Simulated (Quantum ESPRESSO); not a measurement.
TePb, 2 atoms in the cell. The structure is cubic, space group Fm-3m (No. 225). The conventional cell has a = 6.462 Å, b = 6.462 Å, c = 6.462 Å, α = 90.00°, β = 90.00°, γ = 90.00°. Around Pb (site symmetry m-3m) lie 6 Te at 3.23 Å. Te (site symmetry m-3m) is surrounded by 6 Pb at 3.23 Å. 

```yaml
Program: Quantum ESPRESSO 7.5
Task: phonons
Functional: PBEsol
Potentials_or_basis: PseudoDojo 0.4.1 SR PBEsol standard
Cutoff: 1088 eV
Density_cutoff: 4354 eV
k_mesh: 6 × 6 × 6, shifted
Occupations: fermi-dirac, width 0.05 eV
Spin: no spin polarisation
Mixing_beta: 0.5
Most_SCF_iterations: 120
SCF_threshold: 4e-10 Ry
```

Potentials or basis: PseudoDojo 0.4.1 SR PBEsol standard.

The run is started by

```console
$ OMP_NUM_THREADS=1 pw.x -in pw.in > pw.out
$ OMP_NUM_THREADS=1 pw.x -in scf2.in > scf2.out
$ OMP_NUM_THREADS=1 ph.x -in ph.in > ph.out
$ OMP_NUM_THREADS=1 dynmat.x -in dynmat.in > dynmat.out
$ OMP_NUM_THREADS=1 dynmat.x -in dynmat_lo.in > dynmat_lo.out
```

Hardware: 1 thread of Arm Neoverse V1 (shared host).

Problem. Estimate the wall time of this run.

Solution. Run time: 27 min on 1 thread of Arm Neoverse V1, with other jobs on the host, peak memory 0.12 GiB. Counts: scf iterations 12, k pools 1, bands 22, k points 28, g dense 44039.
